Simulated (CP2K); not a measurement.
Crystal: Nb.

```
CELL_PARAMETERS angstrom
2.99106 0.00000 0.00000
1.49553 2.59034 0.00000
1.49553 0.86345 2.44219
ATOMIC_POSITIONS crystal
Nb 0.00000 0.00000 0.00000
```

This isn't the form of Nb at room conditions, which is bcc.

- Program: CP2K 2026.2
- Task: single point
- Functional: PBE
- Potentials or basis: POTENTIAL_UZH Nb GTH-PBE-q13; TZVP-MOLOPT-PBE-GTH basis
- Density cutoff: 6123 eV
- k mesh: 11 × 11 × 11
- Occupations: fermi-dirac, width 0.05 eV
- Spin: no spin polarisation

On this cell: pressure -0.9 GPa; band gap on the k mesh none (metal or under the smearing width).

The same run follows on a disturbed copy (cell strained at random at fixed volume):

```
Nb
1.0
     3.04300    0.00000    0.00000
     1.40682    2.50668    0.00000
     1.52356    0.89995    2.48063
Nb
1
Direct
  0.03008 0.99603 0.99978
```

**Question.** What does the disturbed cell give?

**Answer.** The energy (extrapolated to zero smearing) moves by -22.9 meV/atom; pressure -1.4 GPa; band gap on the k mesh none (metal or under the smearing width).

Stress tensor (GPa, compression positive):
```
 0.38 -3.24  3.05
-3.24 -4.34  1.04
 3.05  1.04 -0.31
```

The energy falls, though the first cell shows no forces: that form is unstable against this distortion, unless noise or another electronic state is at work.

Caveats: the basis of atomic orbitals isn't converged, which shifts pressures, moduli and gaps.
